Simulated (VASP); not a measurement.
# BN in VASP: settings compared

The runs below take BN through band structure, with PBE+D3(BJ), HSE06, PBE0.

Program: VASP 6.6.1. These are calculated values, not measurements. Logs are shortened: lines on timing, memory, paths and dates and some standing lists are left out, and cuts for length are marked.

## (1) Starting point

The cell holds a slab with vacuum, 2 atoms: a = 2.509 Å, b = 2.509 Å, c = 18.000 Å, α = 90.00°, β = 90.00°, γ = 120.00°.

## (2) Band structure, PBE+D3(BJ)

Contents of INCAR:

```
  ALGO = Normal
  DIPOL = 0.5 0.5 0.500
  EDIFF = 1E-6
  ENCUT = 520
  GGA = PE
  IDIPOL = 3
  ISIF = 2
  ISMEAR = 0
  IVDW = 12
  KPAR = 2
  LASPH = True
  LCHARG = False
  LDIPOL = True
  LREAL = False
  LVACPOTAV = True
  LVHAR = True
  LWAVE = False
  NBANDS = 11
  NELM = 80
  PREC = Accurate
  SIGMA = 0.03
```

Contents of KPOINTS:

```
k-points
0
Gamma
  9 9 1
```

Contents of POSCAR:

```
BN                                      
1.0
    2.5087934974      0.0000000000      0.0000000000
   -1.2543967487      2.1726788968      0.0000000000
    0.0000000000      0.0000000000     18.0000000000
  B               N             
     1     1
Direct
     0.6666666699999979    0.3333333300000021    0.5000000000000000
     0.3333333300000021    0.6666666699999979    0.5000000000000000
```

Contents of KPOINTS_OPT:

```
explicit points
3
Reciprocal
 0.0000000000  0.0000000000  0.0000000000 1
 0.5000000000  0.0000000000  0.0000000000 1
 0.3333333300  0.3333333300  0.0000000000 1
```

Potentials or basis: VASP PAW PBE potentials, release 64 (B, N).

Started as:

```bash
$ cat potpaw_PBE.64/B/POTCAR potpaw_PBE.64/N/POTCAR > POTCAR
$ mpirun -np 2 vasp_std > vasp.out
```

OUTCAR:

```text
EDIFF = 1E-6
   ENCUT = 520
   GGA = PE
   ISIF = 2
   ISMEAR = 0
   IVDW = 12
   LASPH = True
   LREAL = False
   NELM = 80
   PREC = Accurate
 IVDW          = 12

 ion  position               nearest neighbor table
   1  0.667  0.333  0.500-   2 1.45   2 1.45   2 1.45
   2  0.333  0.667  0.500-   1 1.45   1 1.45   1 1.45

  LATTYP: Found a hexagonal cell.
 ALAT       =     2.5087934974
 C/A-ratio  =     7.1747634943

  Lattice vectors:

 A1 = (   2.5087934974,   0.0000000000,   0.0000000000)
 A2 = (  -1.2543967487,   2.1726788968,   0.0000000000)
 A3 = (   0.0000000000,   0.0000000000,  18.0000000000)

Analysis of symmetry for initial positions (statically):
=====================================================================
 Subroutine PRICEL returns:
 Original cell was already a primitive cell.

 Routine SETGRP: Setting up the symmetry group for a
 hexagonal supercell.

 Subroutine GETGRP returns: Found 12 space group operations
 (whereof 12 operations were pure point group operations)
 out of a pool of 24 trial point group operations.

The static configuration has the point symmetry D_3h.

Analysis of symmetry for dynamics (positions and initial velocities):
=====================================================================
 Subroutine PRICEL returns:
 Original cell was already a primitive cell.

 Routine SETGRP: Setting up the symmetry group for a
 hexagonal supercell.

 Subroutine GETGRP returns: Found 12 space group operations
 (whereof 12 operations were pure point group operations)
 out of a pool of 24 trial point group operations.

The dynamic configuration has the point symmetry D_3h.

 Subroutine INISYM returns: Found 12 space group operations
 (whereof 12 operations are pure point group operations),
 and found     1 'primitive' translations

----------------------------------------------------------------------------------------

                                     Primitive cell

  volume of cell :      98.1144

  direct lattice vectors                    reciprocal lattice vectors
     2.508793497  0.000000000  0.000000000     0.398597972  0.230130647  0.000000000
    -1.254396749  2.172678897  0.000000000     0.000000000  0.460261294  0.000000000
     0.000000000  0.000000000 18.000000000     0.000000000  0.000000000  0.055555556

  length of vectors
     2.508793497  2.508793493 18.000000000     0.460261293  0.460261294  0.055555556

  position of ions in fractional coordinates (direct lattice)
     0.666666670  0.333333330  0.500000000
     0.333333330  0.666666670  0.500000000

  ion indices of the primitive-cell ions
   primitive index   ion index
                 1           1
                 2           2

----------------------------------------------------------------------------------------

 KPOINTS: k-points

Automatic generation of k-mesh.
 Grid dimensions read from file:
 generate k-points for:    9    9    1

 Generating k-lattice:

  Cartesian coordinates                     Fractional coordinates (reciprocal lattice)
     0.044288664  0.025570072  0.000000000     0.111111111  0.000000000  0.000000000
     0.000000000  0.051140144  0.000000000     0.000000000  0.111111111  0.000000000
     0.000000000  0.000000000  0.055555556     0.000000000  0.000000000  1.000000000

  Length of vectors
     0.051140144  0.051140144  0.055555556

  Shift w.r.t. Gamma in fractional coordinates (k-lattice)
     0.000000000  0.000000000  0.000000000

 Subroutine IBZKPT returns following result:
 ===========================================

 Found     12 irreducible k-points:

 Following reciprocal coordinates:
            Coordinates               Weight
  0.000000  0.000000  0.000000      1.000000
  0.111111 -0.000000  0.000000      6.000000
  0.222222 -0.000000  0.000000      6.000000
  0.333333 -0.000000  0.000000      6.000000
  0.444444 -0.000000  0.000000      6.000000
  0.111111  0.111111  0.000000      6.000000
  0.222222  0.111111  0.000000     12.000000
  0.333333  0.111111  0.000000     12.000000
  0.444444  0.111111  0.000000      6.000000
  0.222222  0.222222  0.000000      6.000000
  0.333333  0.222222  0.000000     12.000000
  0.333333  0.333333  0.000000      2.000000
   k-points           NKPTS =     12   k-points in BZ     NKDIM =     12   number of bands    NBANDS=     11
   number of dos      NEDOS =    301   number of ions     NIONS =      2
   total plane-waves  NPLWV =  56000
   dimension x,y,z NGX =    20 NGY =   20 NGZ =  140
   dimension x,y,z NGXF=    40 NGYF=   40 NGZF=  280
   ions per type =               1   1
   NGX,Y,Z   is equivalent  to a cutoff of  13.25, 13.25, 12.93 a.u.
   NGXF,Y,Z  is equivalent  to a cutoff of  26.51, 26.51, 25.86 a.u.
 SYSTEM =  unknown system
   PREC   = accura    normal or accurate (medium, high low for compatibility)
   ISTART =      0    job   : 0-new  1-cont  2-samecut
   ICHARG =      2    charge: 1-file 2-atom 10-const
   ISPIN  =      1    spin polarized calculation?
   LNONCOLLINEAR =      F non collinear calculations
   LSORBIT =      F    spin-orbit coupling
   LASPH  =      T    aspherical Exc in radial PAW
   ENCUT  =  520.0 eV  38.22 Ry    6.18 a.u.   4.66  4.66 33.47*2*pi/ulx,y,z
   NELM   =     80;   NELMIN=  2; NELMDL= -5     # of ELM steps
   EDIFF  = 0.1E-05   stopping-criterion for ELM
   LREAL  =      F    real-space projection
   EDIFFG = 0.1E-04   stopping-criterion for IOM
   NSW    =      0    number of steps for IOM
   IBRION =     -1    ionic relax: 0-MD 1-quasi-New 2-CG
   NFREE  =      0    steps in history (QN), initial steepest desc. (CG)
   ISIF   =      2    stress and relaxation
   ISYM   =      2    0-nonsym 1-usesym 2-fastsym
   POTIM  = 0.5000    time-step for ionic-motion
   TEBEG  =    0.0;   TEEND  =   0.0 temperature during run
   PSTRESS=    0.0 pullay stress
   NELECT =       8.0000    total number of electrons
   NUPDOWN=      -1.0000    fix difference up-down
   EMIN   =  10.00;   EMAX   =-10.00  energy-range for DOS
   EFERMI =   0.00;   METHOD = LEGACY
   ISMEAR =     0;   SIGMA  =   0.03  broadening in eV -4-tet -1-fermi 0-gaus
   EFERMI_NEDOS =   21; number of points for ismear=-14 and -15
   IALGO  =     38    algorithm
   IMIX   =      4    mixing-type and parameters
     AMIX     =   0.40;   BMIX     =  1.00
     AMIX_MAG =   1.60;   BMIX_MAG =  1.00
  volume/ion in A,a.u.               =      49.06       331.05
  Fermi-wavevector in a.u.,A,eV,Ry     =   0.709895  1.341506  6.856660  0.503950
  Thomas-Fermi vector in A             =   1.796598
   LORBIT       =      0    0 simple, 1 ext, 2 COOP (PROOUT), +10 PAW based schemes
   GGA     = PE    functional components
   LHFCALC =     F    Hartree Fock is set to
   AEXX    =    0.0000 exact exchange contribution
   IVDW    =    12    specifies the selected vdW correction
   LEPSILON=     F    determine dielectric tensor
   LRPA    =     F    only Hartree local field effects (RPA)
 non-spin polarized calculation
 Gauss-broadening in eV      SIGMA  =   0.03
  energy-cutoff  :      520.00
  volume of cell :       98.11
 maximum number of plane-waves:      2695
 NGX is ok and might be reduce to    20
   NGX =  9   NGY =  9   NGZ = 67

 dipolmoment           0.000000      0.000000     -0.000000 electrons x Angstroem

 number of electron       8.0000000 magnetization

 dipolmoment           0.000000      0.000000      0.000000 electrons x Angstroem

 Free energy of the ion-electron system (eV)
  ---------------------------------------------------
  ext. energy  EPLUGINS =         0.00000000
  ---------------------------------------------------
  free energy    TOTEN  =       -17.60031208 eV

  energy without entropy =      -17.60031208  energy(sigma->0) =      -17.60031208

 E-fermi :  -4.0986     XC(G=0):  -2.3381

 val. band max:       -4.3207340027   @ k =   0.3333   0.3333   0.0000
 cond. band min:       0.3518591019   @ k =   0.3333   0.3333   0.0000
 fundamental gap:      4.6725931046
 Fermi energy:        -4.0985881879

 k-point     1 :       0.0000    0.0000    0.0000
  band No.  band energies     occupation
      1     -21.9583      2.00000
      2      -9.5409      2.00000
      3      -5.6685      2.00000
      4      -5.6685      2.00000
      5       0.3654      0.00000
      6       1.2990      0.00000
      7       1.7095      0.00000
      8       2.8949      0.00000
      9       3.3389      0.00000
     10       5.4014      0.00000
     11       5.9668      0.00000

 k-point     2 :       0.1111   -0.0000    0.0000
  band No.  band energies     occupation
      1     -21.7225      2.00000
      2      -9.2241      2.00000
      3      -6.6253      2.00000
      4      -6.1063      2.00000
      5       0.7693      0.00000
      6       1.6722      0.00000
      7       2.1042      0.00000
      8       3.2620      0.00000
      9       3.7369      0.00000
     10       5.6764      0.00000
     11       6.3296      0.00000

 k-point     3 :       0.2222   -0.0000    0.0000
  band No.  band energies     occupation
      1     -21.0407      2.00000
      2      -8.8045      2.00000
      3      -8.3019      2.00000
      4      -7.0378      2.00000
      5       1.9199      0.00000
      6       2.7326      0.00000
      7       3.2784      0.00000
      8       4.2381      0.00000
      9       4.8644      0.00000
     10       5.7010      0.00000
     11       6.5592      0.00000
[... 99 lines left out ...]
 k-point    11 :       0.3333    0.2222    0.0000
  band No.  band energies     occupation
      1     -18.6412      2.00000
      2     -12.4493      2.00000
      3     -10.4243      2.00000
      4      -4.8606      2.00000
      5       0.7359      0.00000
      6       7.3530      0.00000
      7       8.1389      0.00000
      8       8.9624      0.00000
      9       9.3105      0.00000
     10       9.5437      0.00000
     11      10.4768      0.00000

 k-point    12 :       0.3333    0.3333    0.0000
  band No.  band energies     occupation
      1     -18.3122      2.00000
      2     -12.2010      2.00000
      3     -11.4806      2.00000
      4      -4.3207      2.00000
      5       0.3519      0.00000
      6       8.0349      0.00000
      7       8.9904      0.00000
      8      10.2766      0.00000
      9      10.8082      0.00000
     10      11.6100      0.00000
     11      11.9875      0.00000

------------------------ aborting loop because EDIFF is reached ----------------------------------------

 Edisp (eV)   -0.15427

 E8    (eV) :    -0.0495

  FORCE on cell =-STRESS in cart. coord.  units (eV):
  Direction    XX          YY          ZZ          XY          YZ          ZX
  --------------------------------------------------------------------------------------
  -------------------------------------------------------------------------------------
  Total       0.01945     0.01945    -0.01913     0.00000    -0.00000     0.00000
  in kB       0.31757     0.31757    -0.31232     0.00000    -0.00000     0.00000
  external pressure =        0.11 kB  Pullay stress =        0.00 kB

 VOLUME and BASIS-vectors are now :
 -----------------------------------------------------------------------------
  energy-cutoff  :      520.00
  volume of cell :       98.11
      direct lattice vectors                 reciprocal lattice vectors
     2.508793497  0.000000000  0.000000000     0.398597972  0.230130647  0.000000000
    -1.254396749  2.172678897  0.000000000     0.000000000  0.460261294  0.000000000
     0.000000000  0.000000000 18.000000000     0.000000000  0.000000000  0.055555556

 POSITION                                       TOTAL-FORCE (eV/Angst)
 -----------------------------------------------------------------------------------
      1.25440      0.72423      9.00000        -0.000000      0.000000      0.000000
     -0.00000      1.44845      9.00000         0.000000      0.000000      0.000000
 -----------------------------------------------------------------------------------
    total drift:                                0.000008     -0.000005      0.000000

  FREE ENERGIE OF THE ION-ELECTRON SYSTEM (eV)
  ---------------------------------------------------
  free  energy   TOTEN  =       -17.7545807312 eV

  energy  without entropy=      -17.7545807312  energy(sigma->0) =      -17.75458073

 vacuum level on the upper side and lower side of the slab         1.491         1.491
```

Run time: 16 s. Hardware: 2 MPI ranks of Intel Xeon Platinum 8375C at 2.90GHz (Ice Lake), shared host; peak memory 0.22 GiB.

Results:

```
Free energy                            : -17.7546 eV
Band gap on the k mesh                 : 4.67 eV, direct
Band gap along the path                : 4.67 eV, direct
Dispersion energy per atom             : -0.077 eV
Ionisation potential of the upper face : 5.81 eV
```

As with any semilocal functional, this PBE gap is likely too small.

## (3) Band structure, HSE06

POSCAR is that of step 2.

Contents of INCAR.step1:

```
  ALGO = Normal
  DIPOL = 0.5 0.5 0.500
  EDIFF = 1E-5
  ENCUT = 520
  GGA = PE
  IDIPOL = 3
  ISIF = 2
  ISMEAR = 0
  KPAR = 2
  LASPH = True
  LCHARG = False
  LDIPOL = True
  LREAL = False
  LVACPOTAV = True
  LVHAR = True
  LWAVE = True
  NBANDS = 11
  NELM = 80
  PREC = Accurate
  SIGMA = 0.03
```

Contents of INCAR.step2:

```
  ALGO = Normal
  DIPOL = 0.5 0.5 0.500
  EDIFF = 1E-6
  ENCUT = 520
  GGA = PE
  HFSCREEN = 0.2
  IDIPOL = 3
  ISIF = 2
  ISMEAR = 0
  ISTART = 1
  KPAR = 2
  LASPH = True
  LCHARG = False
  LDIPOL = True
  LHFCALC = True
  LREAL = False
  LVACPOTAV = True
  LVHAR = True
  LWAVE = False
  NBANDS = 11
  NELM = 80
  PREC = Accurate
  PRECFOCK = Fast
  SIGMA = 0.03
```

KPOINTS is that of step 2.

KPOINTS_OPT is that of step 2.

Potentials or basis: VASP PAW PBE potentials, release 64 (B, N).

Started as:

```bash
$ cat potpaw_PBE.64/B/POTCAR potpaw_PBE.64/N/POTCAR > POTCAR
$ cp INCAR.step1 INCAR
$ mpirun -np 2 vasp_std > vasp.out
$ cp INCAR.step2 INCAR
$ mpirun -np 2 vasp_std > vasp.out
```

It took 3.2 min on 2 MPI ranks of Intel Xeon Platinum 8375C at 2.90GHz (Ice Lake), shared host; peak memory 0.32 GiB.

It converged, with:

```
Free energy                            : -20.4362 eV
Band gap on the k mesh                 : 5.66 eV, indirect (least direct gap 6.10 eV)
Band gap along the path                : 5.66 eV, indirect (least direct gap 6.10 eV)
Ionisation potential of the upper face : 6.61 eV
```

Levels at points of the mesh, in eV from the valence-band top:
```
           k point  band 2  band 3  band 4  band 5  band 6  band 7
(0.00, 0.00, 0.00)   -5.71   -1.59   -1.59    5.66    6.43    6.68
```

Caveat: the PAW data sets were made with another functional, which shifts forces and pressure a little.

## (4) Band structure, PBE0

POSCAR is that of step 3.

INCAR.step1 is that of step 3.

Edit INCAR.step2 of step 3 so:

```diff
@@ -1 +1,2 @@
+  AEXX = 0.25
   ALGO = Normal
@@ -5,3 +6,3 @@
   GGA = PE
-  HFSCREEN = 0.2
+  HFRCUT = -1
   IDIPOL = 3
```

KPOINTS is that of step 3.

KPOINTS_OPT is that of step 3.

Started as:

```bash
$ cat potpaw_PBE.64/B/POTCAR potpaw_PBE.64/N/POTCAR > POTCAR
$ cp INCAR.step1 INCAR
$ mpirun -np 2 vasp_std > vasp.out
$ cp INCAR.step2 INCAR
$ mpirun -np 2 vasp_std > vasp.out
```

Wall time 2.6 min (2 MPI ranks of Intel Xeon Platinum 8375C at 2.90GHz (Ice Lake), shared host); peak memory 0.23 GiB.

Results (log left out):

```yaml
Free_energy: -21.3478 eV
Band_gap_on_the_k_mesh: 6.31 eV, indirect (least direct gap 6.83 eV)
Band_gap_along_the_path: 6.31 eV, indirect (least direct gap 6.83 eV)
Ionisation_potential_of_the_upper_face: 6.98 eV
```

Levels at points of the mesh, in eV from the valence-band top:
```csv
k point,band 1,band 2,band 3,band 4,band 5,band 6,band 7,band 8,band 9
"(0.00, 0.00, 0.00)",-19.47,-5.74,-1.60,-1.60,6.31,6.99,7.15,8.48,8.94
```

Caveat: the PAW data sets were made with another functional, which shifts forces and pressure a little.

## (5) Summary

| level | grid for exact exchange (PRECFOCK) | screening parameter | exchange at q = 0 | gap on the mesh (eV) |
| --- | --- | --- | --- | --- |
| PBE+D3(BJ) | - | - | - | 4.67 |
| HSE06 | Fast | 0.2 1/A | - | 5.66 |
| PBE0 | Fast | - | truncated | 6.31 |

Alike in all rows: task band structure; potentials or basis VASP PAW PBE potentials, release 64 (B, N); no spin polarisation; cell as given; k mesh 9 × 9 × 1; cutoff (eV) 520; smearing gaussian 0.03 eV.

On the cell as given the gap runs from 4.67 eV (PBE+D3(BJ)) to 6.31 eV (PBE0).

Caveats: the PAW data sets were made with another functional, which shifts forces and pressure a little (some runs).

Absolute energies hang on the potentials; compare differences alone.
